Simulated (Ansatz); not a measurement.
# Te, bcc: geometry optimisation

The calculation used DFT, PBE, plane waves (420 eV) with PAW, scalar-relativistic (Ansatz).

k-point mesh 11×11×11, Fermi-Dirac smearing 0.1 eV, no spin polarisation. Cell and atoms relax.

Starting structure:

```
Te
1.0
    -1.93180    1.93180    1.93180
     1.93180   -1.93180    1.93180
     1.93180    1.93180   -1.93180
Te
1
Direct
  0.00000 0.00000 0.00000
```

Task: What cell does the relaxation end in?

Result: Im-3m with a = 3.849 Å; 28.52 Å³ per atom against 28.84 at the start (-1.1 %).

Task: How much energy does the relaxation gain?

Result: 0.6 meV per atom.
